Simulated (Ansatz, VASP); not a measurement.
## ZnS in two plane-wave programs

Wanted: the spread between two codes on one cell, functional and k mesh. The cell is taken from a series of runs on this material, whose earlier steps may have relaxed, scaled, displaced or heated it; both programs get it as it stands.

Calculated with Ansatz 0.2.0; plane waves, with VASP 6.6.1 beside it; zone-centre phonons at LDA.

**1. Set-up**

It takes space group I-4m2 (No. 119, tetragonal). The conventional cell has a = 3.690 Å, b = 3.690 Å, c = 5.509 Å, α = 90.00°, β = 90.00°, γ = 90.00°. Nearest to S lie 4 Zn at 2.30 Å. Nearest to Zn lie 4 S at 2.30 Å. Farther neighbours and most contacts between anions are not listed.

**2. VASP: zone-centre phonons, LDA**

Second derivatives magnify differences that forces hide, and they need a tight electronic threshold.

Lines of VASP's logs that name or quote its potential files are left out, and so is its time.

INCAR reads:

```
SYSTEM = ZnS
PREC = Accurate
ENCUT = 500
EDIFF = 1E-08
NELM = 120
ISMEAR = 0
SIGMA = 0.01
LREAL = .FALSE.
ALGO = Normal
GGA = CA
NBANDS = 15
LORBIT = 11
LWAVE = .FALSE.
LCHARG = .FALSE.
ISIF = 2
IBRION = 8
LEPSILON = .TRUE.
LASPH = .TRUE.
GGA_COMPAT = .FALSE.
EFERMI = MIDGAP
KPAR = 2
```

POSCAR reads:

```
ZnS
1.0
    0.0000000000      2.6095180326      2.7542920846
    2.6095180326      0.0000000000      2.7542920846
    2.6095180326      2.6095180326      0.0000000000
S Zn
1 1
Direct
    0.0000000000      0.0000000000      0.0000000000
    0.7500000000      0.7500000000      0.7500000000
```

KPOINTS reads:

```
Automatic mesh
0
Gamma
12 12 12
0 0 0
```

PAW data sets: S and Zn (LDA family, release 64).

Started as:

```
$ mpirun -np 2 vasp_std
```

Numbers of over 12 decimals in the logs are rounded to 6 here.

The log of the run:

```text
[banner, memory and clock lines left out]
running    2 mpi-ranks, on    1 nodes
 distrk:  each k-point on    1 cores,    2 groups
 distr:  one band on    1 cores,    1 groups

 POSCAR found type information on POSCAR S Zn
 POSCAR found :  2 types and       2 ions
 LDA part: xc-table for (Slater(with rela. corr.)+CA(PZ))
 , standard interpolation
 POSCAR, INCAR and KPOINTS ok, starting setup
 FFT: planning ... GRIDC
 FFT: planning ... GRID_SOFT
 FFT: planning ... GRID
 WAVECAR not read
 entering main loop
       N       E                     dE             d eps       ncg     rms          rms(c)
DAV:   1     0.789919285341E+02    0.78992E+02   -0.84142E+03  4898   0.140E+03
DAV:   2    -0.347891414947E+01   -0.82471E+02   -0.77250E+02  5464   0.263E+02
DAV:   3    -0.858128222126E+01   -0.51024E+01   -0.50771E+01  6206   0.626E+01
DAV:   4    -0.863339353408E+01   -0.52111E-01   -0.52096E-01  5835   0.661E+00
DAV:   5    -0.863398363026E+01   -0.59010E-03   -0.59008E-03  6297   0.684E-01    0.751E+00
DAV:   6    -0.823202715830E+01    0.40196E+00   -0.80593E-01  7340   0.337E+01    0.577E+00
DAV:   7    -0.820312360251E+01    0.28904E-01   -0.25221E-01  5940   0.532E+00    0.275E+00
DAV:   8    -0.819702053467E+01    0.61031E-02   -0.56162E-03  7434   0.126E+00    0.633E-01
DAV:   9    -0.819647334320E+01    0.54719E-03   -0.11792E-03  5625   0.267E-01    0.829E-02
DAV:  10    -0.819648890339E+01   -0.15560E-04   -0.82834E-05  6199   0.852E-02    0.181E-02
DAV:  11    -0.819648587926E+01    0.30241E-05   -0.91657E-06  7636   0.653E-02    0.376E-03
DAV:  12    -0.819648600021E+01   -0.12095E-06   -0.11930E-06  5863   0.101E-02    0.141E-03
DAV:  13    -0.819648599641E+01    0.38017E-08   -0.37246E-08  6318   0.155E-03
   1 F= -.81964860E+01 E0= -.81964860E+01  d E =0.000000E+00
 Linear response reoptimize wavefunctions to high precision
DAV:   1    -0.819648599732E+01   -0.90972E-09   -0.43934E-09  5849   0.626E-04
DAV:   2    -0.819648599734E+01   -0.22283E-10   -0.37474E-10  3306   0.189E-04
 Linear response G [H, r] |phi>, progress :
  Direction:   1
       N       E                     dE             d eps       ncg     rms
RMM:   1    -0.480043617739E+02   -0.48004E+02    0.14957E+02  8250   0.725E+01
RMM:   2    -0.492889538489E+02   -0.12846E+01   -0.99423E+00  8424   0.260E+01
RMM:   3    -0.494761389261E+02   -0.18719E+00   -0.69733E-01  9231   0.637E+00
RMM:   4    -0.494868530989E+02   -0.10714E-01   -0.41140E-02  9375   0.132E+00
RMM:   5    -0.494854917817E+02    0.13613E-02    0.97982E-07  9622   0.314E-01
RMM:   6    -0.494859431205E+02   -0.45134E-03   -0.20316E-03  9620   0.854E-02
RMM:   7    -0.494857409799E+02    0.20214E-03    0.18088E-04  9767   0.254E-02
RMM:   8    -0.494857840781E+02   -0.43098E-04   -0.21611E-04  9820   0.883E-03
RMM:   9    -0.494857603622E+02    0.23716E-04    0.73597E-05  8985   0.311E-03
RMM:  10    -0.494857652699E+02   -0.49077E-05   -0.27837E-05  7363   0.140E-03
RMM:  11    -0.494857624460E+02    0.28239E-05    0.54073E-05  6452   0.689E-04
RMM:  12    -0.494857631369E+02   -0.69086E-06   -0.42129E-06  5641   0.460E-04
RMM:  13    -0.494857627602E+02    0.37663E-06    0.37827E-05  5073   0.356E-04
RMM:  14    -0.494857628881E+02   -0.12781E-06   -0.86280E-06  4668   0.329E-04
RMM:  15    -0.494857628519E+02    0.36180E-07    0.27326E-05  4356   0.314E-04
RMM:  16    -0.494857628580E+02   -0.61449E-08   -0.54973E-06  4074   0.310E-04
RMM:  17    -0.494857628696E+02   -0.11614E-07    0.38334E-05  3819   0.305E-04
 Linear response G [H, r] |phi>, progress :
  Direction:   2
       N       E                     dE             d eps       ncg     rms
RMM:   1    -0.450185017959E+02   -0.45019E+02    0.16971E+02  8192   0.734E+01
RMM:   2    -0.469199451030E+02   -0.19014E+01   -0.91449E+00  8403   0.253E+01
RMM:   3    -0.470932941404E+02   -0.17335E+00   -0.65966E-01  9137   0.610E+00
RMM:   4    -0.471012285636E+02   -0.79344E-02   -0.36002E-02  9428   0.129E+00
RMM:   5    -0.471002993007E+02    0.92926E-03   -0.53958E-04  9585   0.314E-01
RMM:   6    -0.471007258768E+02   -0.42658E-03   -0.19934E-03  9605   0.867E-02
RMM:   7    -0.471005295490E+02    0.19633E-03    0.16178E-04  9717   0.257E-02
RMM:   8    -0.471005714033E+02   -0.41854E-04   -0.21609E-04  9797   0.878E-03
RMM:   9    -0.471005475721E+02    0.23831E-04    0.41014E-05  8890   0.305E-03
RMM:  10    -0.471005524876E+02   -0.49155E-05    0.13296E-05  7268   0.134E-03
RMM:  11    -0.471005491032E+02    0.33844E-05    0.50963E-05  6408   0.663E-04
RMM:  12    -0.471005502439E+02   -0.11407E-05    0.52949E-05  5619   0.459E-04
RMM:  13    -0.471005493530E+02    0.89094E-06    0.64367E-05  5171   0.359E-04
RMM:  14    -0.471005499497E+02   -0.59671E-06    0.62157E-05  4790   0.338E-04
RMM:  15    -0.471005494067E+02    0.54297E-06    0.64714E-05  4405   0.325E-04
RMM:  16    -0.471005499084E+02   -0.50165E-06    0.67836E-05  4140   0.320E-04
[...]
RMM:   1    -0.547623072725E+00   -0.54762E+00   -0.20922E+00 18697   0.381E+00
RMM:   2    -0.576650877869E+00   -0.29028E-01   -0.14086E-02 25804   0.832E-01    0.141E+00
RMM:   3    -0.541413798230E+00    0.35237E-01   -0.24415E-02 25152   0.849E-01    0.741E-01
RMM:   4    -0.547202846559E+00   -0.57890E-02   -0.17240E-02 25728   0.712E-01    0.182E-01
[...]
RMM:   7    -0.578357000492E+00   -0.28027E-03   -0.13453E-05 15079   0.218E-02    0.166E-03
RMM:   8    -0.578363736681E+00   -0.67362E-05   -0.64215E-07 15724   0.462E-03    0.107E-03
RMM:   9    -0.578358576445E+00    0.51602E-05   -0.12859E-07 15924   0.156E-03    0.408E-04
RMM:  10    -0.578362456759E+00   -0.38803E-05   -0.29843E-08 14795   0.422E-04    0.189E-04
RMM:  11    -0.578362359046E+00    0.97714E-07   -0.97718E-09 12999   0.159E-04    0.315E-05
RMM:  12    -0.578362295732E+00    0.63314E-07   -0.11604E-08 10249   0.815E-05    0.414E-06
 change of polarisation eV/A/(eV/A) component  3 :     0.337     0.034     1.100
 dielectric tensor                  component  3 :     1.625     0.165     6.306
 Linear response DOF=           4
 Linear response progress:
  Degree of freedom:   1/  4
       N       E                     dE             d eps       ncg     rms          rms(c)
RMM:   1    -0.105443547451E+00   -0.10544E+00    0.46296E-02 35944   0.227E+00
RMM:   2    -0.102841175755E+00    0.26024E-02   -0.49435E-03 22753   0.682E-01    0.169E-01
RMM:   3    -0.103214621328E+00   -0.37345E-03   -0.34813E-04 24980   0.151E-01    0.842E-02
RMM:   4    -0.103594512799E+00   -0.37989E-03   -0.50366E-05 25275   0.532E-02    0.162E-02
RMM:   5    -0.103611272357E+00   -0.16760E-04   -0.34629E-06 26426   0.128E-02    0.933E-03
RMM:   6    -0.103596358478E+00    0.14914E-04   -0.35346E-07 25853   0.394E-03    0.428E-03
RMM:   7    -0.103598876304E+00   -0.25178E-05   -0.54720E-08 25710   0.129E-03    0.699E-04
RMM:   8    -0.103599547116E+00   -0.67081E-06   -0.28254E-09 27434   0.313E-04    0.114E-04
RMM:   9    -0.103599081714E+00    0.46540E-06    0.47521E-09 26995   0.104E-04    0.380E-05
RMM:  10    -0.103599226760E+00   -0.14505E-06    0.17541E-09 26876   0.443E-05    0.716E-06
RMM:  11    -0.103599248615E+00   -0.21855E-07    0.37473E-09 26866   0.226E-05    0.554E-06
RMM:  12    -0.103599233405E+00    0.15210E-07    0.62393E-09 22624   0.120E-05    0.546E-07
RMM:  13    -0.103599236068E+00   -0.26629E-08   -0.51358E-10 15111   0.866E-06    0.182E-07
 first order change of Fermi-energy   0.56131E-04
 force on displaced ion       1 direction 1 :  -6.373   0.000  -0.000
 Born effective charge ion    1 direction 1 :  -1.884   0.000   0.000
 Linear response progress:
  Degree of freedom:   2/  4
       N       E                     dE             d eps       ncg     rms          rms(c)
RMM:   1    -0.105321249009E+00   -0.10532E+00    0.58534E-02 20814   0.231E+00
RMM:   2    -0.103336937385E+00    0.19843E-02   -0.48017E-03 13559   0.664E-01    0.179E-01
RMM:   3    -0.103736641815E+00   -0.39970E-03   -0.34659E-04 14611   0.149E-01    0.885E-02
RMM:   4    -0.104138043061E+00   -0.40140E-03   -0.59933E-05 14784   0.555E-02    0.171E-02
RMM:   5    -0.104143700585E+00   -0.56575E-05   -0.41399E-06 15366   0.141E-02    0.933E-03
RMM:   6    -0.104129095976E+00    0.14605E-04   -0.34860E-07 15206   0.410E-03    0.496E-03
RMM:   7    -0.104132772041E+00   -0.36761E-05   -0.86509E-08 14963   0.142E-03    0.557E-04
RMM:   8    -0.104132738720E+00    0.33320E-07    0.44251E-10 15900   0.307E-04    0.146E-04
RMM:   9    -0.104132146680E+00    0.59204E-06    0.11132E-09 15513   0.106E-04    0.485E-05
RMM:  10    -0.104132321548E+00   -0.17487E-06   -0.10094E-09 15764   0.431E-05    0.109E-05
RMM:  11    -0.104132339149E+00   -0.17602E-07   -0.21898E-10 15551   0.194E-05    0.627E-06
RMM:  12    -0.104132321591E+00    0.17558E-07    0.43488E-09 13706   0.867E-06    0.344E-07
RMM:  13    -0.104132323386E+00   -0.17951E-08   -0.21618E-09  9043   0.536E-06    0.137E-07
 first order change of Fermi-energy   0.39781E+00
 force on displaced ion       1 direction 3 :   0.000   0.000  -6.722
 Born effective charge ion    1 direction 3 :   0.000   0.000  -2.021
 Linear response progress:
  Degree of freedom:   3/  4
       N       E                     dE             d eps       ncg     rms          rms(c)
RMM:   1    -0.212528803688E+00   -0.21253E+00   -0.57835E-04 20077   0.216E+00
RMM:   2    -0.210441593602E+00    0.20872E-02   -0.29777E-03 22819   0.466E-01    0.119E-01
RMM:   3    -0.210224340590E+00    0.21725E-03   -0.66776E-05 27160   0.676E-02    0.696E-02
RMM:   4    -0.209945901709E+00    0.27844E-03   -0.12419E-05 26748   0.263E-02    0.359E-03
RMM:   5    -0.209945564454E+00    0.33726E-06   -0.31831E-07 28166   0.456E-03    0.137E-03
RMM:   6    -0.209950270624E+00   -0.47062E-05   -0.41730E-08 27870   0.143E-03    0.283E-04
RMM:   7    -0.209950830628E+00   -0.56000E-06   -0.85113E-09 28372   0.354E-04    0.110E-04
RMM:   8    -0.209950584724E+00    0.24590E-06   -0.27156E-09 26665   0.143E-04    0.255E-05
RMM:   9    -0.209950430671E+00    0.15405E-06   -0.16424E-13 28645   0.545E-05    0.895E-06
RMM:  10    -0.209950398999E+00    0.31672E-07    0.26902E-11 28825   0.214E-05    0.128E-06
RMM:  11    -0.209950403527E+00   -0.45283E-08   -0.93059E-11 24196   0.112E-05    0.453E-07
 first order change of Fermi-energy  -0.15498E-04
 force on displaced ion       2 direction 1 :  -6.406  -0.000  -0.000
 Born effective charge ion    2 direction 1 :   1.883   0.000   0.000
 Linear response progress:
  Degree of freedom:   4/  4
       N       E                     dE             d eps       ncg     rms          rms(c)
RMM:   1    -0.212592944452E+00   -0.21259E+00    0.56085E-04 11930   0.215E+00
RMM:   2    -0.210813887961E+00    0.17791E-02   -0.29274E-03 13424   0.460E-01    0.126E-01
RMM:   3    -0.210596301403E+00    0.21759E-03   -0.64809E-05 15862   0.678E-02    0.733E-02
RMM:   4    -0.210322236033E+00    0.27407E-03   -0.12802E-05 15583   0.258E-02    0.477E-03
RMM:   5    -0.210318093694E+00    0.41423E-05   -0.31744E-07 16529   0.471E-03    0.140E-03
RMM:   6    -0.210322243195E+00   -0.41495E-05   -0.46288E-08 16344   0.149E-03    0.284E-04
RMM:   7    -0.210322696526E+00   -0.45333E-06   -0.76016E-09 16554   0.400E-04    0.130E-04
RMM:   8    -0.210322886386E+00   -0.18986E-06   -0.35645E-09 16335   0.166E-04    0.407E-05
RMM:   9    -0.210322661987E+00    0.22440E-06   -0.78161E-11 16473   0.572E-05    0.155E-05
RMM:  10    -0.210322634181E+00    0.27806E-07   -0.16551E-12 16824   0.219E-05    0.150E-06
RMM:  11    -0.210322634879E+00   -0.69874E-09   -0.51920E-11 13992   0.111E-05    0.674E-07
 first order change of Fermi-energy  -0.39717E+00
 force on displaced ion       2 direction 3 :   0.000   0.000  -6.796
 Born effective charge ion    2 direction 3 :   0.000   0.000   2.021
 Born effective charges drift removed
 Linear response finished
```

OUTCAR, selected parts (step 2):

```text
ion  position               nearest neighbor table
   1  0.000  0.000  0.000-   2 2.30   2 2.30   2 2.30   2 2.30
   2  0.750  0.750  0.750-   1 2.30   1 2.30   1 2.30   1 2.30

  LATTYP: Found a body centered tetragonal cell.
 ALAT       =     3.6904157930
 C/A-ratio  =     1.4926730423

 Subroutine GETGRP returns: Found  8 space group operations
 (whereof  8 operations were pure point group operations)

The static configuration has the point symmetry D_2d.

 Found    163 irreducible k-points:

   k-points           NKPTS =    163   k-points in BZ     NKDIM =    163   number of bands    NBANDS=     15

   dimension x,y,z NGX =    28 NGY =   28 NGZ =   28
   dimension x,y,z NGXF=    56 NGYF=   56 NGZF=   56

   ENCUT  =  500.0 eV  36.75 Ry    6.06 a.u.   6.92  6.92  6.73*2*pi/ulx,y,z

   NELECT =      18.0000    total number of electrons

 k-points in reciprocal lattice and weights: Automatic mesh
   0.00000000  0.00000000  0.00000000       0.001
   0.08333333 -0.00000000  0.00000000       0.005
   0.16666667 -0.00000000  0.00000000       0.005
   0.25000000 -0.00000000  0.00000000       0.005
   0.33333333 -0.00000000  0.00000000       0.005
   0.41666667  0.00000000  0.00000000       0.005
   0.50000000 -0.00000000  0.00000000       0.002
   0.08333333  0.08333333  0.00000000       0.001
   0.16666667  0.08333333  0.00000000       0.005
[...]
-0.33333333  0.16666667  0.50000000       0.002
  -0.25000000  0.25000000  0.50000000       0.001

 average (electrostatic) potential at core
       1 -88.8259       2 -37.1169

  Total        0.0570432      0.0570432     -0.5765827      0.0000000      0.0000000      0.0000000
  in kB        2.4364313      2.4364313    -24.6270039      0.0000000      0.0000000      0.0000000
  external PRESSURE =      -6.5847138 kB  Pullay stress =       0.0000000 kB

  energy-cutoff  :      500.00
  volume of cell :       37.51
      direct lattice vectors                 reciprocal lattice vectors
     0.000000000  2.609518033  2.754292085    -0.191606264  0.191606264  0.181534850
     2.609518033  0.000000000  2.754292085     0.191606264 -0.191606264  0.181534850
     2.609518033  2.609518033  0.000000000     0.191606264  0.191606264 -0.181534850

 POSITION                                       TOTAL-FORCE (eV/Angst)
 -----------------------------------------------------------------------------------
      0.00000      0.00000      0.00000         0.000000      0.000000     -0.000000
      3.91428      3.91428      4.13144        -0.000000     -0.000000      0.000000
 -----------------------------------------------------------------------------------
    total drift:                                0.000001      0.000001      0.000002

 MACROSCOPIC STATIC DIELECTRIC TENSOR (including local field effects in DFT)
 ------------------------------------------------------
           6.082401    -0.000000    -0.000000
          -0.000000     6.082401    -0.000000
          -0.000000    -0.000000     6.305805
 ------------------------------------------------------

 PIEZOELECTRIC TENSOR (including local field effects)  for field in x, y, z        (C/m^2)
          XX          YY          ZZ          XY          YZ          ZX
  --------------------------------------------------------------------------------
  x     0.00000     0.00000     0.00000     0.00000    -0.68339     0.00000
  y     0.00000     0.00000     0.00000     0.00000     0.00000    -0.68339
  z     0.00000     0.00000     0.00000    -0.62805     0.00000     0.00000

 BORN EFFECTIVE CHARGES (including local field effects) (in |e|, cummulative output)
 ---------------------------------------------------------------------------------
 ion    1
    1    -1.88346     0.00000     0.00000
    2     0.00000    -1.88346     0.00000
    3     0.00000     0.00000    -2.02115
 ion    2
    1     1.88346    -0.00000     0.00000
    2     0.00000     1.88346     0.00000
    3     0.00000     0.00000     2.02115

 Eigenvectors and eigenvalues of the dynamical matrix
 ----------------------------------------------------

   1 f  =    8.754091 THz    55.003579 2PiTHz  292.005059 cm-1    36.203997 meV
             X         Y         Z           dx          dy          dz
      0.000000  0.000000  0.000000     0.000000    0.000000    0.817655
      3.914277  3.914277  4.131438     0.000000    0.000000   -0.575708

   2 f  =    8.515658 THz    53.505454 2PiTHz  284.051760 cm-1    35.217914 meV
             X         Y         Z           dx          dy          dz
      0.000000  0.000000  0.000000     0.818436    0.000000    0.000000
      3.914277  3.914277  4.131438    -0.574598    0.000000    0.000000

   3 f  =    8.515658 THz    53.505454 2PiTHz  284.051760 cm-1    35.217914 meV
             X         Y         Z           dx          dy          dz
      0.000000  0.000000  0.000000     0.000000    0.818436    0.000000
      3.914277  3.914277  4.131438     0.000000   -0.574598    0.000000

   4 f/i=    0.010257 THz     0.064445 2PiTHz    0.342126 cm-1     0.042418 meV
             X         Y         Z           dx          dy          dz
      0.000000  0.000000  0.000000    -0.211734   -0.534165    0.000000
      3.914277  3.914277  4.131438    -0.301585   -0.760844    0.000000

   5 f/i=    0.010257 THz     0.064445 2PiTHz    0.342126 cm-1     0.042418 meV
             X         Y         Z           dx          dy          dz
      0.000000  0.000000  0.000000    -0.534165    0.211734    0.000000
      3.914277  3.914277  4.131438    -0.760844    0.301585    0.000000

   6 f/i=    0.022426 THz     0.140908 2PiTHz    0.748057 cm-1     0.092747 meV
             X         Y         Z           dx          dy          dz
      0.000000  0.000000  0.000000     0.000000    0.000000   -0.575708
      3.914277  3.914277  4.131438     0.000000    0.000000   -0.817655

 MACROSCOPIC STATIC DIELECTRIC TENSOR IONIC CONTRIBUTION
 ------------------------------------------------------
           2.678265    -0.000000     0.000000
          -0.000000     2.678265     0.000000
           0.000000     0.000000     2.915570
 ------------------------------------------------------

 ELASTIC MODULI CONTR FROM IONIC RELAXATION (kBar)
 Direction    XX          YY          ZZ          XY          YZ          ZX
 --------------------------------------------------------------------------------
 XX           0.0000      0.0000      0.0000      0.0000      0.0000      0.0000
 YY           0.0000      0.0000      0.0000      0.0000      0.0000      0.0000
 ZZ           0.0000      0.0000      0.0000      0.0000      0.0000      0.0000
 XY           0.0000      0.0000      0.0000   -264.8187     -0.0000     -0.0000
 YZ           0.0000      0.0000      0.0000     -0.0000   -250.0473      0.0000
 ZX           0.0000      0.0000      0.0000     -0.0000      0.0000   -234.0288
 --------------------------------------------------------------------------------

 PIEZOELECTRIC TENSOR IONIC CONTR  for field in x, y, z        (C/m^2)
          XX          YY          ZZ          XY          YZ          ZX
  --------------------------------------------------------------------------------
  x     0.00000     0.00000     0.00000     0.00000     0.77003    -0.00000
  y     0.00000     0.00000     0.00000     0.00000    -0.00000     0.74496
  z     0.00000     0.00000     0.00000     0.82682     0.00000     0.00000
```

(Continued in part 2 of 2.)

[Lines on the potential files, build, host, timing and source positions are cut from VASP's logs without a mark.]

[Logs are printed without paths, hosts, clocks, repeated set-up lines and the standing remarks that a program may print on its own settings, such as how far it seeks lower states.]

[Hosts, paths, dates, database ids (printed as entryN), source tags and the programs' standing remarks are cut or masked in the printed files.]
